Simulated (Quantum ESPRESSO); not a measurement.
# PbSe (Pm-3m) in Quantum ESPRESSO: a series of runs

One crystal, PbSe, is run at these levels: PBEsol; tasks: phonons.

Program: Quantum ESPRESSO 7.5. These are calculated values, not measurements. Logs are shortened: lines on timing, memory, paths and dates and some standing lists are left out, and cuts for length are marked.

**1. The crystal as given**

It takes space group Pm-3m (No. 221, cubic). Conventional cell: a = 3.784 Å, b = 3.784 Å, c = 3.784 Å, α = 90.00°, β = 90.00°, γ = 90.00°. Pb (site symmetry m-3m) is surrounded by 8 Se at 3.28 Å. Se (site symmetry m-3m) is surrounded by 8 Pb at 3.28 Å.

Measurements of this composition are mostly on another form, of space group No. 225.

**2. Phonons, PBEsol**

pw.in reads:

```
&CONTROL
  calculation = 'scf'
  prefix = 'pwscf'
  outdir = './tmp'
  pseudo_dir = './pseudo'
  tprnfor = .true.
  tstress = .true.
  disk_io = 'low'
/
&SYSTEM
  ibrav = 0
  nat = 2
  ntyp = 2
  ecutwfc = 45
  ecutrho = 360
  nbnd = 16
  occupations = 'smearing'
  smearing = 'mv'
  degauss = 0.01469973
/
&ELECTRONS
  conv_thr = 4d-10
  electron_maxstep = 120
  mixing_beta = 0.5
/
ATOMIC_SPECIES
Pb   207.2000 pb_pbesol_v1.uspp.F.UPF
Se    78.9710 se_pbesol_v1.uspp.F.UPF
CELL_PARAMETERS angstrom
   3.7843220000    0.0000000000    0.0000000000
   0.0000000000    3.7843220000    0.0000000000
   0.0000000000    0.0000000000    3.7843220000
ATOMIC_POSITIONS crystal
Pb     0.0000000000    0.0000000000    0.0000000000
Se     0.5000000000    0.5000000000    0.5000000000
K_POINTS automatic
7 7 7 0 0 0
```

relax.in reads:

```
&CONTROL
  calculation = 'vc-relax'
  prefix = 'pwscf'
  outdir = './tmp'
  pseudo_dir = './pseudo'
  tprnfor = .true.
  tstress = .true.
  disk_io = 'low'
  nstep = 40
  forc_conv_thr = 0.0001
  etot_conv_thr = 1d-06
/
&SYSTEM
  ibrav = 0
  nat = 2
  ntyp = 2
  ecutwfc = 45
  ecutrho = 360
  nbnd = 16
  occupations = 'smearing'
  smearing = 'mv'
  degauss = 0.01469973
/
&ELECTRONS
  conv_thr = 4d-10
  electron_maxstep = 120
  mixing_beta = 0.5
/
&IONS
  ion_dynamics = 'bfgs'
/
&CELL
  cell_dynamics = 'bfgs'
  press = 0
  press_conv_thr = 0.2
/
ATOMIC_SPECIES
Pb   207.2000 pb_pbesol_v1.uspp.F.UPF
Se    78.9710 se_pbesol_v1.uspp.F.UPF
CELL_PARAMETERS angstrom
   3.7843220000    0.0000000000    0.0000000000
   0.0000000000    3.7843220000    0.0000000000
   0.0000000000    0.0000000000    3.7843220000
ATOMIC_POSITIONS crystal
Pb     0.0000000000    0.0000000000    0.0000000000
Se     0.5000000000    0.5000000000    0.5000000000
K_POINTS automatic
7 7 7 0 0 0
```

scf2.in reads:

```
&CONTROL
  calculation = 'scf'
  prefix = 'pwscf'
  outdir = './tmp'
  pseudo_dir = './pseudo'
  tprnfor = .true.
  tstress = .true.
  disk_io = 'low'
/
&SYSTEM
  ibrav = 0
  nat = 2
  ntyp = 2
  ecutwfc = 45
  ecutrho = 360
  nbnd = 16
  occupations = 'smearing'
  smearing = 'mv'
  degauss = 0.01469973
/
&ELECTRONS
  conv_thr = 1d-13
  electron_maxstep = 120
  mixing_beta = 0.5
  startingpot = 'file'
  startingwfc = 'file'
/
ATOMIC_SPECIES
Pb   207.2000 pb_pbesol_v1.uspp.F.UPF
Se    78.9710 se_pbesol_v1.uspp.F.UPF
CELL_PARAMETERS angstrom
   3.6970728408    0.0000000000    0.0000000000
   0.0000000000    3.6970728408    0.0000000000
   0.0000000000    0.0000000000    3.6970728408
ATOMIC_POSITIONS crystal
Pb     0.0000000000    0.0000000000    0.0000000000
Se     0.5000000000    0.5000000000    0.5000000000
K_POINTS automatic
7 7 7 0 0 0
```

ph.in reads:

```
phonons of PbSe
&INPUTPH
  prefix = 'pwscf'
  outdir = './tmp'
  tr2_ph = 1d-16
  fildyn = 'dyn'
  niter_ph = 60
  alpha_mix(1) = 0.4
/
0.0000000000 0.0000000000 0.0000000000
```

dynmat.in reads:

```
&INPUT
  fildyn = 'dyn'
  asr = 'crystal'
  filout = 'dynmat.disp'
  fileig = 'dynmat.eig'
/
```

Potentials or basis: GBRV 1.5 PBEsol.

On the command line:

```
OMP_NUM_THREADS=1 pw.x -in pw.in > pw.out
OMP_NUM_THREADS=1 pw.x -in relax.in > relax.out
OMP_NUM_THREADS=1 pw.x -in scf2.in > scf2.out
OMP_NUM_THREADS=1 ph.x -in ph.in > ph.out
OMP_NUM_THREADS=1 dynmat.x -in dynmat.in > dynmat.out
```

pw.out:

```text
This program is part of the open-source Quantum ESPRESSO suite
     for quantum simulation of materials; please cite
[... 9 lines left out ...]
     --------------------
     sticks:   dense  smooth     PW     G-vecs:    dense   smooth      PW
     Sum        1473     741    221                42211    14939    2517

     Using Slab Decomposition

     bravais-lattice index     =            0
     lattice parameter (alat)  =       7.1513  a.u.
     unit-cell volume          =     365.7302 (a.u.)^3
     number of atoms/cell      =            2
     number of atomic types    =            2
     number of electrons       =        20.00
     number of Kohn-Sham states=           16
     kinetic-energy cutoff     =      45.0000  Ry
     charge density cutoff     =     360.0000  Ry
     scf convergence threshold =      4.0E-10
     mixing beta               =       0.5000
     number of iterations used =            8  plain     mixing
     Exchange-correlation= SLA  PW   PSX  PSC
                           (   1   4  10   8   0   0   0)

     celldm(1)=   7.151332  celldm(2)=   0.000000  celldm(3)=   0.000000
     celldm(4)=   0.000000  celldm(5)=   0.000000  celldm(6)=   0.000000

     crystal axes: (cart. coord. in units of alat)
               a(1) = (   1.000000   0.000000   0.000000 )
               a(2) = (   0.000000   1.000000   0.000000 )
               a(3) = (   0.000000   0.000000   1.000000 )

     reciprocal axes: (cart. coord. in units 2 pi/alat)
               b(1) = (  1.000000  0.000000  0.000000 )
               b(2) = (  0.000000  1.000000  0.000000 )
               b(3) = (  0.000000  0.000000  1.000000 )

     PseudoPot. # 1 for Pb read from file:
     pb_pbesol_v1.uspp.F.UPF
     Pseudo is Ultrasoft + core correction, Zval = 14.0
     Generated by new atomic code, or converted to UPF format
     Using radial grid of  899 points,  6 beta functions with:
                l(1) =   0
                l(2) =   0
                l(3) =   1
                l(4) =   1
                l(5) =   2
                l(6) =   2
     Q(r) pseudized with  6 coefficients,  rinner =    1.000   1.000   1.000
                                                       1.000   1.000

     PseudoPot. # 2 for Se read from file:
     se_pbesol_v1.uspp.F.UPF
     Pseudo is Ultrasoft + core correction, Zval =  6.0
     Generated by new atomic code, or converted to UPF format
     Using radial grid of  877 points,  6 beta functions with:
                l(1) =   0
                l(2) =   0
                l(3) =   1
                l(4) =   1
                l(5) =   2
                l(6) =   2
     Q(r) pseudized with  8 coefficients,  rinner =    1.300   1.300   1.300
                                                       1.300   1.300

     atomic species   valence    mass     pseudopotential
     Pb               14.00   207.20000     Pb( 1.00)
     Se                6.00    78.97100     Se( 1.00)

     48 Sym. Ops., with inversion, found

   Cartesian axes

     site n.     atom                  positions (alat units)
         1        Pb     tau(   1) = (   0.0000000   0.0000000   0.0000000  )
         2        Se     tau(   2) = (   0.5000000   0.5000000   0.5000000  )

     number of k points=    20  Marzari-Vanderbilt smearing, width (Ry)=  0.0147
                       cart. coord. in units 2pi/alat
        k(    1) = (   0.0000000   0.0000000   0.0000000), wk =   0.0058309
        k(    2) = (   0.0000000   0.0000000   0.1428571), wk =   0.0349854
        k(    3) = (   0.0000000   0.0000000   0.2857143), wk =   0.0349854
        k(    4) = (   0.0000000   0.0000000   0.4285714), wk =   0.0349854
        k(    5) = (   0.0000000   0.1428571   0.1428571), wk =   0.0699708
        k(    6) = (   0.0000000   0.1428571   0.2857143), wk =   0.1399417
[... 12 lines left out ...]
        k(   19) = (   0.2857143   0.4285714   0.4285714), wk =   0.1399417
        k(   20) = (   0.4285714   0.4285714   0.4285714), wk =   0.0466472

     Dense  grid:    42211 G-vectors     FFT dimensions: (  45,  45,  45)

     Smooth grid:    14939 G-vectors     FFT dimensions: (  32,  32,  32)

     Initial potential from superposition of free atoms

     starting charge      19.9978, renormalised to      20.0000

     negative rho (up, down):  1.671E-02 0.000E+00
     Starting wfcs are   13 randomized atomic wfcs +    3 random wfcs

     Self-consistent Calculation

     iteration #  1     ecut=    45.00 Ry     beta= 0.50
     Davidson diagonalization with overlap
     ethr =  1.00E-02,  avg # of iterations =  4.7
     Minimization algorithm failed to find Fermi energy: reverting to bisection
     Possible cause: smearing is larger than the electronic band-gap.

     Threshold (ethr) on eigenvalues was too large:
     Diagonalizing with lowered threshold

     Davidson diagonalization with overlap
     ethr =  5.33E-04,  avg # of iterations =  1.0
     Minimization algorithm failed to find Fermi energy: reverting to bisection
     Possible cause: smearing is larger than the electronic band-gap.

     negative rho (up, down):  1.571E-02 0.000E+00

     total energy              =    -207.20387293 Ry
     estimated scf accuracy    <       0.10598589 Ry

     iteration #  2     ecut=    45.00 Ry     beta= 0.50
     Davidson diagonalization with overlap
     ethr =  5.30E-04,  avg # of iterations =  1.9

     negative rho (up, down):  1.597E-02 0.000E+00

     total energy              =    -207.23299424 Ry
     estimated scf accuracy    <       0.02858016 Ry

     iteration #  3     ecut=    45.00 Ry     beta= 0.50
     Davidson diagonalization with overlap
     ethr =  1.43E-04,  avg # of iterations =  2.0

     negative rho (up, down):  1.587E-02 0.000E+00

     total energy              =    -207.23815925 Ry
     estimated scf accuracy    <       0.00064628 Ry

     iteration #  4     ecut=    45.00 Ry     beta= 0.50
     Davidson diagonalization with overlap
     c_bands:  2 eigenvalues not converged
     c_bands:  2 eigenvalues not converged
     c_bands:  1 eigenvalues not converged
     ethr =  3.23E-06,  avg # of iterations = 11.5

     negative rho (up, down):  1.592E-02 0.000E+00

     total energy              =    -207.23825035 Ry
     estimated scf accuracy    <       0.00002017 Ry

     iteration #  5     ecut=    45.00 Ry     beta= 0.50
     Davidson diagonalization with overlap
     ethr =  1.01E-07,  avg # of iterations =  7.8

     negative rho (up, down):  1.606E-02 0.000E+00

     total energy              =    -207.23826540 Ry
     estimated scf accuracy    <       0.00000291 Ry

     iteration #  6     ecut=    45.00 Ry     beta= 0.50
     Davidson diagonalization with overlap
     ethr =  1.46E-08,  avg # of iterations =  2.5

     negative rho (up, down):  1.604E-02 0.000E+00

     total energy              =    -207.23826605 Ry
     estimated scf accuracy    <       0.00000040 Ry

     iteration #  7     ecut=    45.00 Ry     beta= 0.50
     Davidson diagonalization with overlap
     ethr =  2.01E-09,  avg # of iterations =  2.9

     negative rho (up, down):  1.602E-02 0.000E+00

     total energy              =    -207.23826610 Ry
     estimated scf accuracy    <       0.00000005 Ry

     iteration #  8     ecut=    45.00 Ry     beta= 0.50
     Davidson diagonalization with overlap
     ethr =  2.45E-10,  avg # of iterations =  3.3

     negative rho (up, down):  1.602E-02 0.000E+00

     total energy              =    -207.23826611 Ry
     estimated scf accuracy    <          5.0E-10 Ry

     iteration #  9     ecut=    45.00 Ry     beta= 0.50
     Davidson diagonalization with overlap
     ethr =  2.50E-12,  avg # of iterations =  5.7

     negative rho (up, down):  1.602E-02 0.000E+00

     End of self-consistent calculation

          k = 0.0000 0.0000 0.0000 (  1863 PWs)   bands (ev):

    -8.3609  -8.3609  -8.2107  -8.2107  -8.2107  -4.7395   1.3997   6.9885
     6.9885   6.9885  13.5424  13.5424  14.5236  14.5236  14.5236  16.5016

          k = 0.0000 0.0000 0.1429 (  1875 PWs)   bands (ev):

    -8.3596  -8.3389  -8.2189  -8.2189  -8.2100  -4.5914   1.1031   6.8937
     7.1629   7.1629  12.8510  13.7005  14.0450  14.0450  15.0135  16.5103

          k = 0.0000 0.0000 0.2857 (  1875 PWs)   bands (ev):

    -8.3567  -8.2896  -8.2370  -8.2370  -8.2084  -4.1948   0.3518   7.0347
     7.6272   7.6272  10.8921  12.9562  12.9562  14.1591  16.5117  17.3875

          k = 0.0000 0.0000 0.4286 (  1860 PWs)   bands (ev):

    -8.3544  -8.2515  -8.2515  -8.2503  -8.2071  -3.7657  -0.3668   7.7553
     8.1284   8.1284   9.1113  12.0138  12.0138  14.7816  16.5148  17.0263

          k = 0.0000 0.1429 0.1429 (  1861 PWs)   bands (ev):

    -8.3481  -8.3268  -8.2289  -8.2187  -8.2172  -4.4459   0.9269   6.2292
     7.3242   7.7885  11.8935  13.4906  13.7491  14.4666  15.7897  16.5097

          k = 0.0000 0.1429 0.2857 (  1867 PWs)   bands (ev):

    -8.3416  -8.2805  -8.2512  -8.2358  -8.2159  -4.0602   0.3917   5.9452
     7.7475   8.2514  10.2581  12.9610  13.0127  15.0227  16.5101  17.7118

          k = 0.0000 0.1429 0.4286 (  1862 PWs)   bands (ev):

    -8.3388  -8.2689  -8.2500  -8.2412  -8.2144  -3.6522  -0.1973   6.3795
     7.6680   8.1881   9.9262  12.1593  12.2048  15.4508  16.5130  17.9743

          k = 0.0000 0.2857 0.2857 (  1867 PWs)   bands (ev):

    -8.3209  -8.2823  -8.2470  -8.2342  -8.2318  -3.7154   0.4023   4.9892
     7.4451   8.0473  10.3001  12.8870  13.0319  16.1843  16.5078  17.6894

          k = 0.0000 0.2857 0.4286 (  1863 PWs)   bands (ev):

    -8.3130  -8.3066  -8.2466  -8.2307  -8.2116  -3.3748   0.2655   4.9488
     6.0577   8.3285  11.0911  12.4772  12.7090  16.2278  16.5090  18.1599

          k = 0.0000 0.4286 0.4286 (  1876 PWs)   bands (ev):

    -8.3360  -8.3002  -8.2440  -8.2436  -8.1798  -3.1230   0.7818   4.2205
     4.6720   8.4482  12.0817  12.6332  13.2374  15.5635  16.4900  17.4406

          k = 0.1429 0.1429 0.1429 (  1869 PWs)   bands (ev):

    -8.3256  -8.3256  -8.2312  -8.2258  -8.2258  -4.3044   0.8189   6.4188
     6.4188   8.4572  11.6170  13.0639  13.0639  15.5870  15.5870  16.5110

          k = 0.1429 0.1429 0.2857 (  1873 PWs)   bands (ev):

    -8.3229  -8.2751  -8.2534  -8.2451  -8.2244  -3.9332   0.4407   5.8432
     6.9385   8.3575  10.8052  11.8982  13.1924  15.6766  16.5103  17.6674

          k = 0.1429 0.1429 0.4286 (  1871 PWs)   bands (ev):

    -8.3207  -8.2716  -8.2605  -8.2348  -8.2222  -3.5490  -0.0295   6.0915
     7.3058   7.5441  10.7652  10.8048  13.3452  16.0575  16.5097  18.1545

          k = 0.1429 0.2857 0.2857 (  1859 PWs)   bands (ev):

    -8.2974  -8.2796  -8.2472  -8.2455  -8.2406  -3.6107   0.4948   5.2008
     7.0139   7.3785  10.8406  12.1911  12.3458  16.5096  16.7784  18.1371

          k = 0.1429 0.2857 0.4286 (  1868 PWs)   bands (ev):

    -8.3025  -8.2898  -8.2588  -8.2405  -8.2097  -3.2985   0.4288   5.0979
     6.0997   7.5298  10.4786  11.5200  13.1672  16.5065  16.7097  17.9783

          k = 0.1429 0.4286 0.4286 (  1854 PWs)   bands (ev):

    -8.3289  -8.2759  -8.2552  -8.2544  -8.1792  -3.0736   0.9405   4.4448
     4.8524   7.8020  10.9139  11.6204  12.3967  16.3373  16.5113  18.3193

          k = 0.2857 0.2857 0.2857 (  1857 PWs)   bands (ev):

    -8.2811  -8.2640  -8.2640  -8.2436  -8.2436  -3.3527   0.7094   5.7996
     5.7996   6.8228  10.5812  10.5812  12.4033  16.5105  17.7955  18.3926

          k = 0.2857 0.2857 0.4286 (  1853 PWs)   bands (ev):

    -8.2978  -8.2811  -8.2621  -8.2424  -8.2014  -3.1160   0.8738   5.3251
     5.9433   6.5786   9.1941  10.6994  12.0649  16.5136  17.8457  18.7734

          k = 0.2857 0.4286 0.4286 (  1860 PWs)   bands (ev):

    -8.3131  -8.2800  -8.2785  -8.2211  -8.1781  -2.9567   1.3679   5.0885
     5.3112   6.7159   9.0788   9.8326  10.6899  16.5157  18.5348  20.1529

          k = 0.4286 0.4286 0.4286 (  1868 PWs)   bands (ev):

    -8.3024  -8.2977  -8.2977  -8.1772  -8.1772  -2.8563   1.8288   5.6935
     5.9781   5.9781   8.2871   8.2871   9.1133  16.5165  20.8263  21.4419

     the Fermi energy is     8.4602 ev

!    total energy              =    -207.23826612 Ry
     estimated scf accuracy    <          4.5E-11 Ry
     smearing contrib. (-TS)   =       0.00044696 Ry
     internal energy E=F+TS    =    -207.23871307 Ry

     The total energy is F=E-TS. E is the sum of the following terms:
     one-electron contribution =     -34.44646050 Ry
     hartree contribution      =      30.48421704 Ry
     xc contribution           =     -92.39107906 Ry
     ewald contribution        =    -110.88539056 Ry

     convergence has been achieved in   9 iterations

     negative rho (up, down):  1.602E-02 0.000E+00

     Forces acting on atoms (cartesian axes, Ry/au):

     atom    1 type  1   force =     0.00000000    0.00000000    0.00000000
     atom    2 type  2   force =     0.00000000    0.00000000    0.00000000

     Total force =     0.000000     Total SCF correction =     0.000000

     Computing stress (Cartesian axis) and pressure

     negative rho (up, down):  1.602E-02 0.000E+00
          total   stress  (Ry/bohr**3)                   (kbar)     P=      -34.59
  -0.00023514   0.00000000   0.00000000          -34.59        0.00        0.00
   0.00000000  -0.00023514   0.00000000            0.00      -34.59        0.00
   0.00000000   0.00000000  -0.00023514            0.00        0.00      -34.59

=------------------------------------------------------------------------------=
   JOB DONE.
=------------------------------------------------------------------------------=
```

Run time: 4.2 min. Hardware: 1 thread of Arm Neoverse V1, shared host; peak memory 0.19 GiB.

Results:

```yaml
Free_energy: -2819.6619 eV
Relaxed_volume: 25.27 Å³/atom
Relaxed_cell: a = 3.697 Å, b = 3.697 Å, c = 3.697 Å, α = 90.00°, β = 90.00°, γ = 90.00°
Space_group_after_relaxing_to_0.05_Å: Pm-3m (No. 221)
Pressure_after_relaxing: 0.0 GPa
Band_gap_on_the_k_mesh: none (metal or under the smearing width)
Highest_phonon_frequency_at_Γ: -7 cm⁻¹
Most_unstable_mode: 48i cm⁻¹
```

The path:
| step | energy change (eV) | largest force (eV/Å) | pressure (GPa) | volume (Å³) |
| --- | --- | --- | --- | --- |
| 1 | 0.0000 | 0.0000 | -3.46 | 54.20 |
| 2 | -0.0184 | 0.0000 | -2.73 | 53.25 |
| 3 | -0.0369 | 0.0000 | -1.45 | 51.84 |
| 4 | -0.0428 | 0.0000 | 0.24 | 50.34 |
| 5 | -0.0430 | 0.0000 | -0.01 | 50.54 |
| 6 | -0.0430 | 0.0000 | 0.00 | 50.53 |

Final structure:
```yaml
crystal:
  lattice:
    - [3.69707, 0.00000, 0.00000]
    - [0.00000, 3.69707, 0.00000]
    - [0.00000, 0.00000, 3.69707]
  atoms:
    - { symbol: Pb, position: [0.00000, 0.00000, 0.00000] }
    - { symbol: Se, position: [0.50000, 0.50000, 0.50000] }
```

Levels at points of the mesh, in eV from the Fermi level:
```tsv
k point	band 7	band 8	band 9	band 10	band 11	band 12	band 13	band 14
(0.00, 0.00, 0.00)	-6.92	-1.68	-1.68	-1.68	4.97	4.97	6.53	6.53
```

Phonon frequencies in cm⁻¹ (negative: imaginary):
```
              q point           frequencies
(0.000, 0.000, 0.000)  -48 -48 -48 -7 -7 -7
```

Optical modes at Γ, degenerate ones joined:
| cm⁻¹ | components | symmetry | active in |
| --- | --- | --- | --- |
| 48i | 3 | T1u | IR |

Caveat: the mesh is thin for the phonons of a metal; some modes are imaginary.

(Part 1 of 4 ends here.)
